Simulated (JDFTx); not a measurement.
**HgSe under changes of volume**

One of the cells (28.067 Å³/atom); the others are scaled copies at fixed shape and fractional positions:

```
Hg Se
1.0
     0.00000    3.03900    3.03900
     3.03900    0.00000    3.03900
     3.03900    3.03900    0.00000
Hg Se
1 1
Direct
  0.00000 0.00000 0.00000
  0.75000 0.75000 0.75000
```

```yaml
Program: JDFTx 1.7.0 (patched build)
Functional: PBEsol
Potentials_or_basis: PseudoDojo-SR-PBEsol-0.4.1-standard with smoothed tails
Cutoff: 1170 eV
Density_cutoff: 9361 eV
k_mesh: 8 × 8 × 8
Occupations: fermi-dirac, width 0.05 eV
Spin: no spin polarisation
```

| volume (Å³/atom) | energy over the lowest point (meV/atom) | pressure (GPa) |
| --- | --- | --- |
| 26.383 | 39.05 | 5.7 |
| 26.944 | ? | ? |
| 27.505 | 10.19 | 2.7 |
| 28.067 | 3.03 | 1.4 |
| 28.628 | 0.00 | 0.3 |
| 29.189 | 0.63 | -0.7 |
| 29.751 | 4.53 | -1.5 |

What does the run at 26.944 Å³/atom give?

Energy over the lowest point 22.01 meV/atom; pressure 4.1 GPa.

Worked out: A Birch-Murnaghan fit of order 3 (a polynomial in V^(-2/3)) to the other rows has its minimum at 28.80 Å³/atom with B0 = V·E''(V) = 52 GPa and B' = 5.1. It gives 22.00 meV/atom at 26.944 Å³/atom, against the run's 22.01, and -dE/dV = 4.1 GPa, against 4.1.

Energies are extrapolated to zero smearing.
